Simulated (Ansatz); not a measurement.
# Ni: from the start to rest

The start is Ni, a structure type of another compound, with these elements put in. Where does it settle when we relax cell and atoms, and what is it like there?

This is Ni in the hcp structure; at room conditions it is fcc.

Computed, not measured: Ansatz 0.2.0, DFT, r2SCAN, collinear spin, plane waves, PAW.

## (1) The cell

It takes space group P6_3/mmc (No. 194, hexagonal). Conventional cell: a = 2.594 Å, b = 2.594 Å, c = 4.182 Å, α = 90.00°, β = 90.00°, γ = 120.00°. Ni (site symmetry -6m2) is surrounded by 12 Ni at 2.57 to 2.59 Å.

Structure file:

```cif
data_structure
_symmetry_space_group_name_H-M 'P 1'
_symmetry_Int_Tables_number 1
_cell_length_a 2.5936
_cell_length_b 2.5936
_cell_length_c 4.1821
_cell_angle_alpha 90.000
_cell_angle_beta 90.000
_cell_angle_gamma 120.000
_cell_volume 24.36
loop_
_atom_site_label
_atom_site_type_symbol
_atom_site_fract_x
_atom_site_fract_y
_atom_site_fract_z
_atom_site_occupancy
Ni1 Ni 0.33330 0.66670 0.25000 1
Ni2 Ni 0.66660 0.33330 0.75000 1
```

It starts from an earlier solution of the starting cell (checkpoint.read).

## (2) Relaxing

Input file input.yaml:

```yaml
crystal:
  lattice:
    - [2.593553, 0.0, 0.0]
    - [-1.296776, 2.246085, 0.0]
    - [0.0, 0.0, 4.182139]
  atoms:
    - { symbol: Ni, position: [0.3333, 0.6667, 0.25], spin: 2.0 }
    - { symbol: Ni, position: [0.6666, 0.3333, 0.75], spin: 2.0 }
kpoints:
  mp_grid: { grid: [10, 10, 6], shift: [0, 0, 0] }
magnetization:
  spin_polarized: true
scf:
  occupations: { method: cold, width: 0.0149 }
  lower_state_search: "off"
hamiltonian:
  pseudopotentials: { kind: paw }
  xc: r2scan
basis:
  ecutwfc: 500
  fft_grid_basis: typed
relax:
  max_steps: 40
  cell: { p_target: 0.0 }
output:
  forces: true
  stress: true
  eigenvalues: true
  bader: true
  populations: true
  elf: true
  write_potential: true
  volumetric_format: npy
  dos:
    e_range: [-12, 8]
    de: 0.05
    projected: { site_lists: { Ni: [Ni] } }
  write_density: true
checkpoint:
  read: saved_state
```

Started as:

```bash
$ ansatz run input.yaml --threads 2 --pin off --max-ram 4096MiB --backend cpu --events-out ev --progress --plain --runs-dir out
```

The log of the run, cut to the lines that bear on the results:

```text
Warning: RAYON_NUM_THREADS=2 ignored (pool sized by the plan → 2); use --threads N
[...]
Pseudopotentials: kind: paw
Pseudopotential: Ni, paw, valence charge 18, recommended cutoff 500 eV (meta_gga), Ni.paw.azcp
Functional definition: r2SCAN
[...]
Crystal: 2 atoms, lattice volume = 24.362 Å³
Basis set: ecut = 500 eV, 615 PW (Γ), exchange–correlation on 80×80×128 points (64 copies of the dense FFT grid, shifted against one another)
Bands: 24, of which v1, the nominal top of the filled ones, is band 18 counted from 1 (17 counted from 0)
Symmetry: 8 space group operations
Space group: Cmcm (ITA 63), of the structure as read, at distance tolerance 2.9e-5 Å
Magnetic group: BNS 63.457 (UNI 555), of the structure as read, at distance tolerance 2.9e-5 Å
k-points: 124 of 600
[...]
Starting moments: Σ|m| = 4 μB on 2 of 2 sites; this step starts from the density that it was given
[...]
SCF iter   1: F=—  HF=-11689.809717 eV  |F-HF|=—  |Δ(HF+E_count)|=         —  Δρ=2.07e-2 (↑9.70e-3 ↓2.07e-2)  dr2=1.07e-2  dr2_τ=2.83e-4  dr2_m=4.35e-2  M=1.460 μB ∫|m|=1.889 μB  β_m=1.20  ethr=2.99e-5  ⟨swp⟩=2.0  Hψ=33654  notcnv=0
[...]
relax step   1: F+E_penalty+E_count = -11690.22424499 eV  Δ(F+E_penalty+E_count) = +0.000e0 eV  max|allowed force component| = 7.536e-5 eV/Å  Δτ_max = 0.0000 Å  P = -22.316 GPa  Ω = 24.362 Å³  (13 SCF iters, dr2 threshold 1.00e-7 eV, accepted)
[...]
relax step   2: F+E_penalty+E_count = -11690.46676738 eV  Δ(F+E_penalty+E_count) = -2.425e-1 eV  max|allowed force component| = 1.793e-4 eV/Å  Δτ_max = 0.0000 Å  P = -10.214 GPa  Ω = 22.244 Å³  energy of the carried Pulay correction = +2.596e-3 eV  (8 SCF iters, dr2 threshold 2.00e-7 eV, accepted)
[...]
SCF iter   5: F=—  HF=-11690.501972 eV  |F-HF|=—  |Δ(HF+E_count)|=   4.31e-5  S|Δr|=    0.00e0  Δρ=3.11e-4 (↑3.11e-4 ↓2.88e-4)  dr2=2.65e-5  dr2_τ=5.24e-7  dr2_m=4.14e-7  M=1.403 μB ∫|m|=1.728 μB  β_m=1.20  ethr=1.60e-7  ⟨swp⟩=2.0  Hψ=8382  notcnv=0  defer=193  κ⁻¹=4.5e-5(r=4)
```

## (3) The output, continued

The log, continued:

```text
SCF iter   6: F=—  HF=-11690.502038 eV  |F-HF|=—  |Δ(HF+E_count)|=   6.51e-5  S|Δr|=    0.00e0  Δρ=1.39e-4 (↑7.40e-5 ↓1.39e-4)  dr2=2.93e-6  dr2_τ=2.72e-8  dr2_m=4.47e-7  M=1.401 μB ∫|m|=1.726 μB  β_m=1.20  ethr=7.36e-8  ⟨swp⟩=2.0  Hψ=10659  notcnv=0  defer=193  κ⁻¹=1.3e-6(r=5)
SCF iter   7: F=—  HF=-11690.502045 eV  |F-HF|=—  |Δ(HF+E_count)|=   6.99e-6  S|Δr|=    0.00e0  Δρ=1.17e-4 (↑3.49e-5 ↓1.17e-4)  dr2=1.59e-6  dr2_τ=7.14e-9  dr2_m=6.07e-7  M=1.401 μB ∫|m|=1.725 μB  β_m=1.20  ethr=8.15e-9  ⟨swp⟩=2.4  Hψ=7612  notcnv=0  defer=193  κ⁻¹=9.3e-7(r=6)
SCF iter   8: F=—  HF=-11690.502049 eV  |F-HF|=—  |Δ(HF+E_count)|=   4.13e-6  S|Δr|=    0.00e0  Δρ=6.12e-5 (↑2.67e-5 ↓6.12e-5)  dr2=1.75e-7  dr2_τ=1.10e-9  dr2_m=3.57e-7  M=1.400 μB ∫|m|=1.724 μB  β_m=1.20  ethr=5.56e-10  ⟨swp⟩=11.0  Hψ=48913  notcnv=0  κ⁻¹=6.2e-8(r=7)
SCF iter   9: F=—  HF=-11690.502050 eV  |F-HF|=—  |Δ(HF+E_count)|=   9.23e-7  S|Δr|=    0.00e0  Δρ=3.81e-5 (↑2.38e-5 ↓3.81e-5)  dr2=3.51e-8  dr2_τ=4.20e-10  dr2_m=1.78e-7  M=1.399 μB ∫|m|=1.723 μB  β_m=1.20  ethr=4.87e-10  ⟨swp⟩=9.2  Hψ=40509  notcnv=0  κ⁻¹=6.9e-9(r=8)
SCF iter  10: F=—  HF=-11690.502051 eV  |F-HF|=—  |Δ(HF+E_count)|=   1.38e-6  S|Δr|=    0.00e0  Δρ=2.92e-5 (↑2.25e-5 ↓2.92e-5)  dr2=9.71e-9  dr2_τ=3.37e-10  dr2_m=1.25e-7  M=1.398 μB ∫|m|=1.722 μB  β_m=1.20  ethr=9.76e-11  ⟨swp⟩=9.8  Hψ=44170  notcnv=0  κ⁻¹=9.4e-9(r=8)
SCF iter  11: F=—  HF=-11690.502052 eV  |F-HF|=—  |Δ(HF+E_count)|=   7.02e-7  S|Δr|=    0.00e0  Δρ=2.50e-5 (↑2.07e-5 ↓2.50e-5)  dr2=5.17e-9  dr2_τ=2.89e-10  dr2_m=9.74e-8  M=1.398 μB ∫|m|=1.722 μB  β_m=1.20  ethr=2.70e-11  ⟨swp⟩=8.3  Hψ=38207  notcnv=0  κ⁻¹=7.9e-8(r=8)
SCF iter  12: F=—  HF=-11690.502053 eV  |F-HF|=—  |Δ(HF+E_count)|=   1.74e-6  S|Δr|=    0.00e0  Δρ=1.60e-5 (↑9.31e-6 ↓1.60e-5)  dr2=8.48e-9  dr2_τ=1.10e-10  dr2_m=2.86e-8  M=1.396 μB ∫|m|=1.719 μB  β_m=1.20  ethr=1.44e-11  ⟨swp⟩=11.0  Hψ=48964  notcnv=0  κ⁻¹=1.9e-7(r=8)
SCF iter  13: F=-11690.502054 eV  HF=-11690.502054 eV  |F-HF|=9.15e-8  |Δ(HF+E_count)|=   5.85e-7  S|Δr|=    0.00e0  Δρ=1.29e-5 (↑6.96e-6 ↓1.29e-5)  dr2=6.56e-9  dr2_τ=7.63e-11  dr2_m=1.75e-8  M=1.394 μB ∫|m|=1.718 μB  ethr=1.44e-11  ⟨swp⟩=10.0  Hψ=45486  notcnv=0
SCF 3 converged in 13 iterations: F = -11690.502054 eV  dr2 = 6.56e-9
relax step   3: F+E_penalty+E_count = -11690.50205413 eV  Δ(F+E_penalty+E_count) = -3.529e-2 eV  max|allowed force component| = 6.199e-5 eV/Å  Δτ_max = 0.0000 Å  P = +4.793 GPa  Ω = 20.697 Å³  energy of the carried Pulay correction = +4.646e-3 eV  (13 SCF iters, dr2 threshold 2.00e-7 eV, accepted)
[... 13 lines left out ...]
relax step   4: F+E_penalty+E_count = -11690.50928542 eV  Δ(F+E_penalty+E_count) = -7.231e-3 eV  max|allowed force component| = 7.732e-5 eV/Å  Δτ_max = 0.0000 Å  P = -0.514 GPa  Ω = 21.167 Å³  energy of the carried Pulay correction = +4.007e-3 eV  (9 SCF iters, dr2 threshold 2.00e-7 eV, accepted)
[... 8 lines left out ...]
relax step   5: F+E_penalty+E_count = -11690.50946949 eV  Δ(F+E_penalty+E_count) = -1.841e-4 eV  max|allowed force component| = 2.724e-5 eV/Å  Δτ_max = 0.0000 Å  P = -0.004 GPa  Ω = 21.119 Å³  energy of the carried Pulay correction = +4.071e-3 eV  (4 SCF iters, dr2 threshold 2.00e-7 eV, accepted)
[... 16 lines left out ...]
relax step   6: F+E_penalty+E_count = -11690.50725378 eV  Δ(F+E_penalty+E_count) = +2.216e-3 eV  max|allowed force component| = 3.709e-5 eV/Å  Δτ_max = 0.0000 Å  P = -0.164 GPa  Ω = 21.119 Å³  stress off target by 1.71e-1 GPa  SCF on the basis re-selected at this cell (its energy is not comparable with the rows above)  (10 SCF iters)
[... 9 lines left out ...]
relax step   7: F+E_penalty+E_count = -11690.50727990 eV  Δ(F+E_penalty+E_count) = -2.612e-5 eV  max|allowed force component| = 8.857e-6 eV/Å  Δτ_max = 0.0000 Å  P = +0.000 GPa  Ω = 21.104 Å³  energy of the carried Pulay correction = +1.811e-5 eV  (4 SCF iters, dr2 threshold 7.33e-8 eV, accepted)
iter 1 solved again at ethr=8.01e-9 eV; its pass at ethr=3.10e-3 eV (dr2=2.88e-6 eV) is discarded
SCF iter   1: F=—  HF=-11690.507263 eV  |F-HF|=—  |Δ(HF+E_count)|=         —  Δρ=3.76e-6 (↑3.76e-6 ↓3.15e-6)  dr2=2.32e-9  dr2_τ=1.16e-10  dr2_m=3.81e-10  M=1.403 μB ∫|m|=1.736 μB  β_m=1.20  ethr=8.01e-9  ⟨swp⟩=4.6  Hψ=47511  notcnv=0
preconditioner: auto → none  [insulator: Δε(μ)=0.021 eV  Ē_g=12.401 eV  σ=0.015 eV  W_gap=0.60  n_scr=8 (ndim 8)  ℏωp=36.1 eV  f_vac=0.000  D(μ)=0.97/eV (n_scr^D=2)  ε∞_Penn≈9.5]
SCF iter   2: F=—  HF=-11690.507263 eV  |F-HF|=—  |Δ(HF+E_count)|=   4.39e-8  S|Δr|=    0.00e0  Δρ=2.33e-6 (↑2.23e-6 ↓2.33e-6)  dr2=1.32e-9  dr2_τ=2.95e-11  dr2_m=3.93e-12  M=1.403 μB ∫|m|=1.736 μB  β_m=1.20  ethr=6.45e-12  ⟨swp⟩=3.0  Hψ=12245  notcnv=0  κ⁻¹=1.0e0(r=1)
SCF iter   3: F=—  HF=-11690.507263 eV  |F-HF|=—  |Δ(HF+E_count)|=   4.17e-9  S|Δr|=    0.00e0  Δρ=1.27e-6 (↑1.13e-6 ↓1.27e-6)  dr2=2.95e-10  dr2_τ=1.02e-11  dr2_m=1.28e-11  M=1.403 μB ∫|m|=1.736 μB  β_m=1.20  ethr=3.66e-12  ⟨swp⟩=2.0  Hψ=10189  notcnv=0  κ⁻¹=5.6e-1(r=2)
SCF iter   4: F=—  HF=-11690.507263 eV  |F-HF|=—  |Δ(HF+E_count)|=   1.62e-9  S|Δr|=    0.00e0  Δρ=6.88e-7 (↑5.89e-7 ↓6.88e-7)  dr2=9.51e-11  dr2_τ=2.10e-12  dr2_m=2.94e-12  M=1.403 μB ∫|m|=1.736 μB  β_m=1.20  ethr=1.00e-12  ⟨swp⟩=2.0  Hψ=9791  notcnv=0  κ⁻¹=3.7e-2(r=3)
SCF iter   5: F=—  HF=-11690.507263 eV  |F-HF|=—  |Δ(HF+E_count)|=   1.03e-9  S|Δr|=    0.00e0  Δρ=4.74e-7 (↑4.48e-7 ↓4.74e-7)  dr2=1.06e-10  dr2_τ=1.12e-13  dr2_m=1.47e-13  M=1.403 μB ∫|m|=1.736 μB  β_m=1.20  ethr=1.00e-12  ⟨swp⟩=2.0  Hψ=10179  notcnv=0  κ⁻¹=2.1e-3(r=4)
SCF iter   6: F=-11690.507263 eV  HF=-11690.507263 eV  |F-HF|=1.64e-11  |Δ(HF+E_count)|=  4.55e-11  S|Δr|=    0.00e0  Δρ=1.71e-7 (↑8.99e-8 ↓1.71e-7)  dr2=6.67e-12  dr2_τ=2.92e-14  dr2_m=3.71e-13  M=1.403 μB ∫|m|=1.736 μB  ethr=1.00e-12  ⟨swp⟩=5.2  Hψ=29506  notcnv=0
SCF 8 converged in 6 iterations: F = -11690.507263 eV  dr2 = 6.67e-12
relax step   8: F+E_penalty+E_count = -11690.50726344 eV  Δ(F+E_penalty+E_count) = +1.646e-5 eV  max|allowed force component| = 1.417e-5 eV/Å  Δτ_max = 0.0000 Å  P = -0.000 GPa  Ω = 21.104 Å³  stress off target by 1.10e-3 GPa  SCF on the basis re-selected at this cell (its energy is not comparable with the rows above)  (6 SCF iters)
basis re-selected at this cell: Δ(F+E_penalty+E_count) = +1.646e-5 eV, ΔP = -0.001 GPa vs the last step (what re-selecting the basis moved, of the pressure what is left beyond the Pulay correction that the steps carried, after the strain that the cell walked since its last selection, with what the two solves' SCF thresholds leave and, on support functions, any second-order correction that the steps lacked; it is no measure of the basis error at this ecutwfc). This SCF's stress stands 1.10e-3 GPa from its target on what of the cell is left free (relax.cell.stress_tol is 5.00e-2 GPa) and its largest allowed force component is 1.42e-5 eV/Å (relax.f_tol is 1.00e-2 eV/Å): within both
SCF converged after 6 iterations
Stability not checked: this state was not tested for a lower state beside it, because cold or Methfessel-Paxton smearing, or corrected tetrahedra, fill the levels in a way that the test cannot read (fill_not_monotonic; see scf.lower_state_search)
Magnetization: 1.4032 μB (18.7016 up, 17.2984 down)
Absolute magnetization: 1.7383 μB (∫|ρ↑−ρ↓|, with the PAW one-centre terms)
Spin contamination: 0.0382 ħ² per cell (⟨S²⟩ above its minimum at these occupations)
Per-site moments (μB) at R_I (Å): [(0.7696471827135407, 1.00688799508021), (0.769647182713541, 1.00688799508021)]
Free energy (F): -11690.507263 eV
Harris-Foulkes:  -11690.507263 eV  (|F-HF|=1.64e-11)
Internal energy: -11690.507350 eV  (E = F + TS)
E sigma→0 (E₀):  -11690.507292 eV
Entropy (-TS):   0.000086 eV (0.043 meV/atom)
Fermi energy:    18.763766 eV
Step filling:    the computed levels leave a gap of 0.0206 eV = 1.4 smearing widths at the electron count; against every level under it full and every level over it empty, smearing changes F+E_penalty+E_count by +0.045 meV and its σ→0 estimate by +0.017 meV
--- Per-component energies (eV) ---
  E_band       = -596.718227
  E_kinetic    = 564.773991
  E_local      = -6788.691203  (includes V_loc(G=0)·N_el)
  E_nonlocal   = 1281.175955
  E_hartree    = 2842.149128
  E_xc         = -157.794029
  E_vxc        = -234.282038  (∫ρ·V_xc dr)
  E_paw        = -3288.639606  (= ΣΔE_a)
  E_vpaw       = -1121.370295  (= ΣTr[D̂ρ^β])
  E_aug_tail   = 0.000478  (compensation charges beyond the density's cutoff)
  E_vtau       = 17.376891  (kinetic-family band-sum trace: ∫τ·v_τ [+ j·A + Jᵃ·Aᵃ] dr)
  E_ewald      = -6142.881927
  E_core_change = -0.600137  (= ΣΔE_core)
  E_smearing   = 0.000086  (= −TS)
  E_closure    = -0.000000  (closes the sum)
  Σ components = -11690.507263   (vs F -11690.507263, Δ=0.00e0)
--- Forces (eV/Å), atoms counted from 1 ---
  atom   1  Ni    -0.00000000    -0.00001417     0.00000000
  atom   2  Ni     0.00000000     0.00001417     0.00000000
  max |Σ_I F_I| component: 0.00e0 eV/Å
--- Stress (GPa, compression-positive) ---
       -0.000931      -0.000000       0.000000
       -0.000000      -0.000992       0.000000
        0.000000       0.000000       0.001100
  P = ⅓ Tr σ = -0.0003 GPa (-0.003 kbar)
--- Band table (eV; the first three rows and the last of 248) ---
  k-point 0 ↑: bands = ["-88.9317", "-88.8969", "-47.8476", "-47.7615", "-47.7615", "-47.7312", "-47.7312", "-47.6166", "9.0711", "13.2495", "15.6261", "15.8973", "15.8973", "16.1545", "16.1545", "16.8893", "16.8893", "17.8189", "17.8190", "17.9760", "24.2233", "42.5548", "44.5745", "45.0692"]
  k-point 1 ↑: bands = ["-88.9294", "-88.8993", "-47.8323", "-47.7595", "-47.7594", "-47.7332", "-47.7332", "-47.6323", "9.3485", "13.1318", "15.5686", "15.8714", "15.8714", "16.1065", "16.1065", "16.9967", "16.9968", "17.0066", "17.7901", "17.7901", "25.8186", "41.6848", "42.7389", "45.0879"]
  k-point 2 ↑: bands = ["-88.9230", "-88.9056", "-47.7903", "-47.7539", "-47.7539", "-47.7388", "-47.7388", "-47.6748", "10.1496", "12.5384", "15.4365", "15.7651", "15.8499", "15.8500", "15.9963", "15.9963", "17.2398", "17.2398", "17.6879", "17.6879", "29.1525", "37.4516", "42.8368", "44.1377"]
  k-point 123 ↓: bands = ["-87.5902", "-87.5902", "-46.6498", "-46.6498", "-46.5429", "-46.5429", "-46.4568", "-46.4568", "14.5839", "14.5839", "15.9417", "15.9417", "16.5867", "16.5867", "17.6316", "17.6316", "19.1812", "19.1812", "21.3847", "21.3847", "28.8061", "28.8061", "31.9242", "31.9242"]
--- Relaxed structure (6 steps of the walk, 6 accepted, 2 SCFs on fresh bases) ---
  F+E_penalty+E_count = -11690.50726344 eV   max|allowed force component| = 1.417e-5 eV/Å   (the final SCF, on the basis selected at the relaxed cell)
  cell:  # Å, volume = 21.1038 Å³
    - [2.440940594133828, -2.716883593071263e-7, 0.0]
    - [-1.2204700617776798, 2.1139186110489505, 0.0]
    - [0.0, 0.0, 4.089933297662455]
  atoms:
    - { symbol: Ni, position: [0.3332844246196639, 0.666668849239328, 0.25] }
    - { symbol: Ni, position: [0.6666155753803359, 0.3333311507606721, 0.7500000000000001] }
--- Löwdin populations: 2 sites ---
  site symbol       q [e]    m [muB]
     0     Ni     17.7828     0.7526
     1     Ni     17.7828     0.7526
  spilling = 0.012067 (of n_electrons = 36.000000)
--- Bader charges: 2 sites ---
  site symbol  charge [e]  shift [e]    m [muB]
     0     Ni      0.0000     0.0000     0.7016
     1     Ni      0.0000     0.0000     0.7016
  estimated error of the sums over rays = 5.3e-5 e
```

Run time: 2 min. Hardware: 2 threads of Arm Neoverse V1, shared host; peak memory 0.48 GiB.

Step by step:

| step | energy from step 1 (eV/cell) | largest force component (eV/Å) | pressure (GPa) | volume (Å³) |
| --- | --- | --- | --- | --- |
| 1 | 0.0000 | 0.0001 | -22.32 | 24.36 |
| 2 | -0.2425 | 0.0002 | -10.21 | 22.24 |
| 3 | -0.2778 | 0.0001 | 4.79 | 20.70 |
| 4 | -0.2850 | 0.0001 | -0.51 | 21.17 |
| 5 | -0.2852 | 0.0000 | 0.00 | 21.12 |
| 6 | -0.2830 | 0.0000 | -0.16 | 21.12 |
| 7 | -0.2830 | 0.0000 | 0.00 | 21.10 |
| 8 | -0.2830 | 0.0000 | 0.00 | 21.10 |

Step 1 is the start. Steps 6, 8 repeat the geometry before on a plane-wave basis chosen anew for that cell, so the energy can jump there without any move; the table keeps such jumps.

| input's cell | before | after | change |
| --- | --- | --- | --- |
| a (Å) | 2.594 | 2.441 | -5.9 % |
| b (Å) | 2.594 | 2.441 | -5.9 % |
| c (Å) | 4.182 | 4.090 | -2.2 % |
| volume (Å³/atom) | 12.18 | 10.55 | -13.4 % |

## (4) States by energy

States per cell by energy window, from dos.tsv and pdos.tsv (tetrahedra; eV from the Fermi level):

| from | to | total | up | down | Ni s | Ni d |
| --- | --- | --- | --- | --- | --- | --- |
| -4.5 | -4.0 | 1.28 | 0.79 | 0.48 | 0.14 | 1.11 |
| -4.0 | -3.5 | 1.78 | 1.16 | 0.62 | 0.08 | 1.64 |
| -3.5 | -3.0 | 1.35 | 0.73 | 0.62 | 0.04 | 1.26 |
| -3.0 | -2.5 | 2.39 | 1.43 | 0.96 | 0.06 | 2.25 |
| -2.5 | -2.0 | 2.13 | 1.31 | 0.82 | 0.04 | 2.03 |
| -2.0 | -1.5 | 2.52 | 1.08 | 1.44 | 0.05 | 2.41 |
| -1.5 | -1.0 | 2.71 | 1.51 | 1.20 | 0.04 | 2.63 |
| -1.0 | -0.5 | 1.65 | 0.84 | 0.81 | 0.05 | 1.58 |
| -0.5 | 0.0 | 1.34 | 0.16 | 1.19 | 0.05 | 1.27 |
| 0.0 | 0.5 | 1.41 | 0.15 | 1.26 | 0.07 | 1.31 |
| 0.5 | 1.0 | 0.44 | 0.17 | 0.28 | 0.09 | 0.30 |
| 1.0 | 1.5 | 0.33 | 0.13 | 0.19 | 0.09 | 0.17 |
| 1.5 | 2.0 | 0.31 | 0.12 | 0.19 | 0.09 | 0.14 |
| 2.0 | 2.5 | 0.26 | 0.12 | 0.14 | 0.08 | 0.09 |
| 2.5 | 3.0 | 0.24 | 0.11 | 0.13 | 0.08 | 0.07 |
| 3.0 | 3.5 | 0.24 | 0.12 | 0.12 | 0.07 | 0.06 |

## (5) Populations, charges, moments

Gathered by element (positive charge: electrons given up): Löwdin charges also hold the electrons that the projection spills.

| element | atoms | Bader charge (e) | Bader volume (Å³) | Löwdin charge (e) | Bader moment, size (μB) |
| --- | --- | --- | --- | --- | --- |
| Ni | 2 | 0.00 | 10.6 | +0.22 | 0.70 |

The Löwdin projection spills 1.2 % of the electrons and depends on the orbitals chosen; where it disagrees with Bader's partition, neither is an observable.

The main site moments: Ni1 up, Ni2 up.

## (6) Real-space fields

Maps in the plane spanned by a and b at height 0.750 along c (axes of the input's cell), one cell: a runs left to right (8 points from zero), b bottom to top (8 points), 120° apart. These are the smooth PAW fields, not the true ones near the nuclei.

Valence density. Ten steps from '0' (0.28 e/Å³) to '9' (45.40 e/Å³), finer at the low end (step k begins (100^(k/10) - 1)/99 of the way up):
```
00000000
00000001
20000244
30003686
20026996
00048984
00146641
00023200
```

ELF. Ten even steps from '0' (0.17) to '9' (0.65):
```
11000011
00222000
00220011
10201464
00004994
01016961
11014410
31001001
```

Atoms within 0.2 Å of the plane, in fractions of a and b: Ni at (0.67, 0.33).

Along short contacts, where the density is least:

| contact | length (Å) | minimum at (fraction) | density (e/Å³) | ELF |
| --- | --- | --- | --- | --- |
| Ni1–Ni1 | 2.441 | 0.50 | 0.344 | 0.26 |

## (7) Results

| quantity | value |
| --- | --- |
| moves | 5 |
| energy gained | 142.6 meV/atom |
| largest move | 0.00 Å |
| space group (0.01 Å), before / after | P6_3/mmc / P6_3/mmc |
| cell | a = 2.441 Å, b = 2.441 Å, c = 4.090 Å, α = 90.00°, β = 90.00°, γ = 120.00° |
| volume | 10.55 Å³/atom (-13.4 %) |
| pressure at the end | 0.00 GPa |
| character | metal |
| density of states, mean within 0.25 eV of the Fermi level | 2.8 per eV per cell |
| net moment | 1.40 μB per cell |
| largest moment | 0.70 μB on Ni (Bader basin) |

What this shows: The volume shrank by 13.4 %, and the atoms end where they began within the cell; the energy fell by 142.6 meV per atom. The run held to 8 symmetry operations, so a lower structure without them is not ruled out. Bands cross the Fermi level: a metal; within 0.25 eV of the Fermi level the density of states averages 2.8 per eV per cell, mostly Ni d (94 %). The moments, up to 0.70 μB on Ni, are parallel: the net moment is 1.40 μB per cell against 1.74 μB of absolute spin density.

Caveats: one start, so the state may not be the lowest.
